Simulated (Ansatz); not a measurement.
## HgTe: band structure with PBEsol

The system is HgTe.

```
Hg Te
1.0
    -3.04560    3.04560    1.55941
     3.04560   -3.04560    1.55941
     3.04560    3.04560   -1.55941
Hg Te
1 1
Direct
  0.75000 0.25000 0.50000
  0.00000 0.00000 0.00000
```

Measurements of this composition are mostly on another form, of space group No. 216.

| Item | Value |
| --- | --- |
| Program | Ansatz 0.2.0 |
| Task | band structure |
| Functional | PBEsol |
| Potentials or basis | Ansatz PAW |
| Cutoff | 420 eV (not typed: the program's choice for these potentials) |
| k mesh | 10 × 10 × 10 |
| Occupations | fermi-dirac, width 0.05 eV |
| Spin | no spin polarisation |
| Path | [["G", "X", "M", "G", "Z", "P", "N", "Z1", "M"], ["X", "P"]] |
| Points for each segment of the path | 14 |

```yaml
Pressure: -3.3 GPa
Band_gap_on_the_k_mesh: none (metal or under the smearing width)
```

Stress tensor (GPa, compression positive):
```
-4.74  0.00  0.00
 0.00 -4.74  0.00
 0.00  0.00 -0.47
```

Levels at the corners of the path, in eV from the Fermi level:
| point | band 16 | band 17 | band 18 | band 19 | band 20 | band 21 |
| --- | --- | --- | --- | --- | --- | --- |
| Γ | -3.45 | -2.39 | -2.39 | 3.52 | 4.61 | 6.88 |
| X | -6.04 | -0.84 | 1.52 | 1.94 | 2.90 | 3.45 |
| M | -4.37 | -4.29 | -4.29 | 3.19 | 7.40 | 7.99 |
| Γ | -3.45 | -2.39 | -2.39 | 3.52 | 4.61 | 6.88 |
| Z | -3.68 | -2.14 | -2.14 | -2.08 | 4.01 | 5.68 |
| P | -4.49 | -2.78 | -1.76 | 2.25 | 3.14 | 5.39 |
| N | -4.48 | -1.90 | -1.05 | -0.14 | 3.21 | 3.81 |
| Z1 | -3.68 | -2.14 | -2.14 | -2.08 | 4.01 | 5.68 |
| M | -4.37 | -4.29 | -4.29 | 3.19 | 7.40 | 7.99 |
| X | -6.04 | -0.84 | 1.52 | 1.94 | 2.90 | 3.45 |
| P | -4.49 | -2.78 | -1.76 | 2.25 | 3.14 | 5.39 |

It took 11 s on 2 threads of AMD EPYC 7R13 Processor (Zen 3), on a shared host, peak memory 0.51 GiB.

Caveat: spin-orbit coupling is left out, which moves the levels of the heavy elements; the PAW data sets come from PBE, with cores solved anew for the run's functional, which leaves a small shift of forces and pressure.
